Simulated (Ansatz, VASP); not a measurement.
**One calculation of CdS, two programs**

Contents of INCAR:

```
SYSTEM = CdS
ALGO = Fast
EDIFF = 1E-6
ENCUT = 520
GGA = PE
ISIF = 2
ISMEAR = 0
LASPH = .TRUE.
LCHARG = .FALSE.
LREAL = .FALSE.
LWAVE = .FALSE.
NBANDS = 16
NELM = 100
PREC = Accurate
SIGMA = 0.03
```

The input KPOINTS:

```
k-points
0
G
  10 10 10
  0 0 0
```

Contents of POSCAR:

```
CdS
1.0
    0.0000000000      2.7532440000      2.7532440000
    2.7532440000      0.0000000000      2.7532440000
    2.7532440000      2.7532440000      0.0000000000
Cd S
1 1
Direct
    0.0000000000      0.0000000000      0.0000000000
    0.4455188134      0.5181603955      0.4818396045
```

Input for Ansatz:

```yaml
crystal:
  lattice:
    - [0.0, 2.753244, 2.753244]
    - [2.753244, 0.0, 2.753244]
    - [2.753244, 2.753244, 0.0]
  atoms:
    - { symbol: Cd, position: [0.0, 0.0, 0.0] }
    - { symbol: S, position: [0.4455188134, 0.5181603955, 0.4818396045] }
basis:
  ecutwfc: 420
kpoints:
  mp_grid: { grid: [10, 10, 10] }
hamiltonian:
  xc: pbe
scf:
  occupations: { method: gaussian, width: 0.03 }
output:
  forces: true
  stress: true
  eigenvalues: true
```

Alike in both runs: task single point; functional PBE; k mesh 10 × 10 × 10; occupations gaussian, width 0.03 eV; no spin polarisation.

|  | VASP | Ansatz |
| --- | --- | --- |
| version | VASP 6.6.1 | Ansatz 0.2.0 |
| potentials or method | VASP PAW PBE potentials, release 64 (Cd, S) | scalar-relativistic, plane waves, PAW |
| plane-wave cutoff (eV) | 520 | 420 |
| valence electrons in the cell | 18 | 26 |

|  | VASP | Ansatz | Ansatz less VASP |
| --- | --- | --- | --- |
| gap on the k mesh at the Fermi level (eV) | 0.35 | 0.36 | +0.013 |
| least direct gap on the mesh (eV) | 1.47 | 1.49 | +0.022 |
| pressure (GPa) | 1.3 | 0.9 | -0.41 |
| largest component of the traceless stress (GPa) | 2.19 | 2.13 | -0.060 |
| rms of the force components (eV/Å) | 0.225 | 0.213 | -0.0128 |

Atom by atom the forces differ by 0.013 eV/Å (rms over components). The two sets of potentials don't hold the same shells in valence.

A k mesh can miss the band edges.
